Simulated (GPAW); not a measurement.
# SiNi3 in GPAW: the effect of target pressure

Crystal: SiNi3.

```xyz
4
Lattice="3.5420 0.0000 0.0000 0.0000 3.5420 0.0000 0.0000 0.0000 3.5420" Properties=species:S:1:pos:R:3 pbc="T T T"
Ni    1.7710    1.7710    0.0000
Ni    1.7710    0.0000    1.7710
Ni    0.0000    1.7710    1.7710
Si    0.0000    0.0000    0.0000
```

Alike in all runs:

| Quantity | Value |
| --- | --- |
| Program | GPAW 26.7.0 |
| Task | relaxation of cell and atoms |
| Functional | PBEsol |
| Potentials or basis | PAW data sets generated in the run's folder for this functional |
| Cutoff | 600 eV |
| Basis | pw |
| k mesh | 6 × 6 × 6 |
| Occupations | fermi-dirac, width 0.05 eV |
| Spin | collinear spin, ferromagnetic start |
| Starting moments | [1.0, 1.0, 1.0, 0.0] μB |

Each run relaxes the cell or the atoms first.

| target pressure | target pressure | relaxed volume (Å³/atom) |
| --- | --- | --- |
| 0 GPa | - | 10.50 |
| 2 GPa | 2 GPa | 10.42 |
| 5 GPa | 5 GPa | 10.30 |
| 10 GPa | 10 GPa | ? |
| 20 GPa | 20 GPa | 9.79 |
| 30 GPa | 30 GPa | 9.51 |

What does the run with target pressure 10 GPa give?

Relaxed volume 10.12 Å³/atom.

Worked out: In Murnaghan's law V^(-B') rises as a straight line in P. The other rows fit best with B' = 3.8, V0 = 10.50 Å³/atom and B0 = 249 GPa, which gives 10.12 Å³/atom at 10 GPa, against the run's 10.12.

Caveats: each step starts from the last one's moments, so a moment once lost doesn't come back; the stock nickel data set gives pressures a few GPa off other programs; later steps reuse the first step's grids.
